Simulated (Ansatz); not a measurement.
P:

```
P
1.0
     2.42469    0.00000    0.00000
     0.00000    2.43854    0.00000
    -0.02031    0.00000    4.85243
P
2
Direct
  0.00000 0.00000 0.74943
  0.00000 0.00000 0.25057
```

This isn't the form of P at room conditions, which is orthorhombic.

| Property | Result |
| --- | --- |
| Program | Ansatz 0.2.0 |
| Task | single point |
| Functional | PBE |
| Potentials or basis | Ansatz PAW |
| Cutoff | 420 eV (not typed: the program's choice for these potentials) |
| k mesh | 11 × 11 × 6 |
| Occupations | fermi-dirac, width 0.05 eV |
| Spin | no spin polarisation |

On this cell: pressure 2.2 GPa; largest force 0.006 eV/Å; band gap on the k mesh none (metal or under the smearing width).

The same run follows on a disturbed copy (atoms moved at random, drawn with an rms of 0.05 Å):

```
P
1.0
     2.42469    0.00000    0.00000
     0.00000    2.43854    0.00000
    -0.02031    0.00000    4.85243
P
2
Direct
  0.00169 0.99232 0.75601
  0.99494 0.99995 0.24382
```

What does the disturbed cell give?

The energy (extrapolated to zero smearing) moves by +1.7 meV/atom; pressure 2.5 GPa; largest force 0.116 eV/Å; band gap on the k mesh none (metal or under the smearing width).

Forces in eV/Å, atoms in the order of the input:
```
P   -0.032  0.033 -0.106
P    0.032 -0.033  0.106
```

Stress tensor (GPa, compression positive):
```
 3.71  0.01  0.30
 0.01  2.54 -0.04
 0.30 -0.04  1.24
```
